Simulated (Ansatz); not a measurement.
# EuS: the cost of one run

Computed with Ansatz 0.2.0 (DFT r²SCAN+U (U_eff = 3 eV on Eu f), plane waves, PAW, no spin–orbit coupling unless a run says so, unless a step's input says otherwise).

### Step 1. The system as given

The structure is cubic, space group Fm-3m (No. 225). Conventional cell: a = 5.957 Å, b = 5.957 Å, c = 5.957 Å, α = 90.00°, β = 90.00°, γ = 90.00°. Around Eu (site symmetry m-3m) lie 6 S at 2.98 Å. Around S (site symmetry m-3m) lie 6 Eu at 2.98 Å.

Structure file:

```cif
data_structure
_symmetry_space_group_name_H-M 'P 1'
_symmetry_Int_Tables_number 1
_cell_length_a 4.2122
_cell_length_b 4.2122
_cell_length_c 8.4245
_cell_angle_alpha 60.000
_cell_angle_beta 60.000
_cell_angle_gamma 60.000
_cell_volume 105.69
loop_
_atom_site_label
_atom_site_type_symbol
_atom_site_fract_x
_atom_site_fract_y
_atom_site_fract_z
_atom_site_occupancy
Eu1 Eu 0.50000 0.50000 0.25000 1
S1 S 0.00000 0.00000 0.00000 1
Eu2 Eu 0.50000 0.50000 0.75000 1
S2 S 0.00000 0.00000 0.50000 1
```

Magnetic order typed: antiferromagnetic, doubled cell 0 0 1/2.

An earlier series on this cell reached its lowest free state from «natural orbitals of the symmetric run, filled by rank», perhaps among other starts.

### Step 2. From atoms, default search

input.yaml

```yaml
crystal:
  lattice:
    - [0.0, 2.97850187, 2.97850187]
    - [2.97850187, 0.0, 2.97850187]
    - [5.95700374, 5.95700374, 0.0]
  atoms:
    - { symbol: Eu, position: [0.5, 0.5, 0.25], spin: 7.0 }
    - { symbol: S, position: [0.0, 0.0, 0.0] }
    - { symbol: Eu, position: [0.5, 0.5, 0.75], spin: -7.0 }
    - { symbol: S, position: [0.0, 0.0, 0.5] }
basis:
  ecutwfc: 500
  ecutrho_ratio: 4
kpoints:
  mp_grid: { grid: [6, 6, 6] }
hamiltonian:
  xc: r2scan
  hubbard:
    sites: [{ site: 0, l: f, u_eff: 3.0 }, { site: 2, l: f, u_eff: 3.0 }]
scf:
  occupations: { method: gaussian, width: 0.05 }
output:
  forces: true
  stress: true
  eigenvalues: true
  populations: true
  hubbard: { sites: [{ site: 0, l: f }, { site: 2, l: f }] }
  write_density: true
  write_potential: true
  elf: true
  volumetric_format: npy
magnetization:
  spin_polarized: true
```

Started as:

```console
ansatz run input.yaml --threads 4 --pin off --max-ram 6144MiB --backend cpu --events-out ev --progress --plain --runs-dir out
```

Q: Estimate wall time and peak memory on 4 threads of AMD EPYC 9B45 (Zen 5), shared host.

About 4.3 s, with a peak of 1.1 GiB.
